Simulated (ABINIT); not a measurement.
TaN in ABINIT: the effect of target pressure

Crystal: TaN.

```
CELL_PARAMETERS angstrom
0.00000 2.21132 2.21132
2.21132 0.00000 2.21132
2.21132 2.21132 0.00000
ATOMIC_POSITIONS crystal
Ta 0.50000 0.50000 0.50000
N 0.00000 0.00000 0.00000
```

The cell comes from a database or a generator and needn't be the stable form of this composition.

Alike in all runs:

| Quantity | Value |
| --- | --- |
| Program | ABINIT 10.8.3 (patched build) |
| Task | relaxation of cell and atoms |
| Functional | PBEsol |
| Potentials or basis | JTH PAW PBE v2.0 |
| Cutoff | 707 eV |
| k mesh | 10 × 10 × 10 |
| Occupations | fermi-dirac, width 0.05 eV |
| Spin | no spin polarisation |

Each run relaxes the cell or the atoms first.

Question: One run gave: relaxed volume 10.48 Å³/atom. Which target pressure did it use?
A. 0 GPa
B. 10 GPa
C. 20 GPa

Answer: A.

```csv
target pressure,relaxed volume (Å³/atom)
0 GPa,10.48
10 GPa,10.21
20 GPa,9.97
```

Caveats: the highest band is partly filled, so the run has too few bands; the PAW data sets were made with another functional, which shifts forces and pressure a little.
